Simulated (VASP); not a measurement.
**W under changes of volume**

One of the cells (17.065 Å³/atom); the others are scaled copies at fixed shape and fractional positions:

```xyz
1
Lattice="0.0000 2.0434 2.0434 2.0434 0.0000 2.0434 2.0434 2.0434 0.0000" Properties=species:S:1:pos:R:3 pbc="T T T"
W     0.0000    0.0000    0.0000
```

This isn't the form of W at room conditions, which is bcc.

| Property | Result |
| --- | --- |
| Program | VASP 6.6.1 |
| Functional | PBE |
| Potentials or basis | VASP PAW PBE potentials, release 64 (W_sv) |
| Cutoff | 520 eV |
| k mesh | 11 × 11 × 11 |
| Occupations | fermi-dirac, width 0.05 eV |
| Spin | no spin polarisation |

| volume (Å³/atom) | energy over the lowest point (meV/atom) | pressure (GPa) |
| --- | --- | --- |
| 15.727 | 33.29 | 15.0 |
| 16.062 | ? | ? |
| 16.396 | 0.00 | 1.3 |
| 17.065 | 18.25 | -9.6 |
| 17.400 | 43.40 | -14.2 |
| 17.735 | 77.69 | -18.4 |

Task: What does the run at 16.062 Å³/atom give?

Result: Energy over the lowest point 9.48 meV/atom; pressure 7.8 GPa.

Worked out: A Birch-Murnaghan fit of order 3 (a polynomial in V^(-2/3)) to the other rows has its minimum at 16.47 Å³/atom with B0 = V·E''(V) = 295 GPa and B' = 4.6. It gives 9.42 meV/atom at 16.062 Å³/atom, against the run's 9.48, and -dE/dV = 7.8 GPa, against 7.8.

Energies are extrapolated to zero smearing.
